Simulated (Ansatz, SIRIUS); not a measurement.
Given: the input of a run of SIRIUS 7.12.0 on TiCo. The cell comes from a database or a generator and needn't be the stable form of this composition.

sirius.json

```json
{
  "control": {
    "processing_unit": "cpu",
    "verbosity": 2,
    "num_bands_to_print": 23,
    "print_forces": true,
    "print_stress": true
  },
  "parameters": {
    "electronic_structure_method": "pseudopotential",
    "xc_functionals": ["XC_GGA_X_PBE_SOL", "XC_GGA_C_PBE_SOL"],
    "gk_cutoff": 9.8,
    "pw_cutoff": 19.6,
    "ngridk": [9, 9, 9],
    "shiftk": [0, 0, 0],
    "smearing": "fermi_dirac",
    "smearing_width": 0.0018374661,
    "num_bands": 23,
    "num_mag_dims": 1,
    "num_dft_iter": 100,
    "energy_tol": 1e-08,
    "density_tol": 1e-06
  },
  "iterative_solver": {
    "type": "davidson",
    "min_tolerance": 1e-10
  },
  "mixer": {
    "type": "anderson",
    "beta": 0.5,
    "max_history": 8
  },
  "settings": {
    "tol_ne": 1e-10,
    "pseudo_grid_cutoff": 6.5,
    "smooth_initial_mag": true
  },
  "unit_cell": {
    "lattice_vectors": [
      [5.642931948835, 0.0, 0.0],
      [0.0, 5.642931948835, 0.0],
      [0.0, 0.0, 5.642931948835]
    ],
    "atom_coordinate_units": "lattice",
    "atom_types": ["Co", "Ti"],
    "atom_files": {
      "Ti": "Ti.json",
      "Co": "Co.json"
    },
    "atoms": {
      "Co": [
        [0.5, 0.5, 0.5, 0.0, 0.0, 2.0]
      ],
      "Ti": [
        [0.0, 0.0, 0.0, 0.0, 0.0, 1.0]
      ]
    }
  }
}
```

Potentials or basis: PseudoDojo 0.4.1 PBEsol standard (scalar relativistic).

Run with:

```bash
$ upf_to_json Ti.upf
$ upf_to_json Co.upf
$ OMP_NUM_THREADS=1 sirius.scf --input=sirius.json --output=out.json --task=0
```

Problem. Translate it to Ansatz 0.2.0. Potentials or basis there: Ansatz PAW, cutoff 420 eV.

Solution. As run (cutoffs and basis follow the program's own potentials, and thresholds, step limits or extra output files can differ):

File input.yaml:

```yaml
crystal:
  lattice:
    - [2.98611099, 0.0, 0.0]
    - [0.0, 2.98611099, 0.0]
    - [0.0, 0.0, 2.98611099]
  atoms:
    - { symbol: Co, position: [0.5, 0.5, 0.5], spin: 2.0 }
    - { symbol: Ti, position: [0.0, 0.0, 0.0], spin: 1.0 }
hamiltonian:
  xc: pbesol
  pseudopotentials: { kind: paw }
magnetization:
  spin_polarized: true
kpoints:
  mp_grid: { grid: [9, 9, 9] }
scf:
  occupations: { method: fermi_dirac, width: 0.05 }
output:
  forces: true
  stress: true
  eigenvalues: true
```

Potentials or basis: Ansatz PAW.

Launch:

```bash
$ ansatz run input.yaml --threads 1 --pin off --max-ram 3584MiB --backend cpu --events-out ev --progress --plain --runs-dir out
```

Both were run:

|  | SIRIUS | Ansatz |
| --- | --- | --- |
| Pressure | -8.3 GPa | -8.1 GPa |
| Net moment | 0.69 μB per cell | 0.71 μB per cell |
| Absolute moment | 0.87 μB per cell | 0.89 μB per cell |

Ansatz's pressure holds a Pulay term of +0.09 GPa for its cutoff of 420 eV, which the other run lacks.

Ansatz's potentials were made for PBE.

Where Ansatz's input types no cutoff or centring, it takes its own default and a Γ-centred mesh.

The magnetic state is the one that the start led to; the real crystal's order can differ.

Pressure is positive in compression.
